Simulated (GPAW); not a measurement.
Crystal: TaN.

```
Ta N
1.0
     0.00000    2.49114    2.49114
     2.49114    0.00000    2.49114
     2.49114    2.49114    0.00000
Ta N
1 1
Direct
  0.00000 0.00000 0.00000
  0.25000 0.25000 0.25000
```

The cell comes from a database or a generator and needn't be the stable form of this composition.

Base run:

| Quantity | Value |
| --- | --- |
| Program | GPAW 26.7.0 |
| Functional | r2SCAN |
| Potentials or basis | GPAW PAW data sets (gpaw-data 1.2.1) |
| Cutoff | 800 eV |
| Basis | pw |
| k mesh | 7 × 7 × 7 |
| Occupations | gaussian, width 0.05 eV |
| Spin | no spin polarisation |
| Hubbard terms | Ta d U = 3 eV |

Its results: band gap on the k mesh none (metal or under the smearing width); pressure -25.5 GPa.

The run is repeated on the same cell with these changes: hubbard terms from Ta d U = 3 eV to Ta d U = 5 eV. What comes out?

Band gap on the k mesh none (metal or under the smearing width); pressure -21.2 GPa.

Caveats: the PAW data sets were made with another functional, which shifts forces and pressure a little; U without spin polarisation on a metal has little footing.
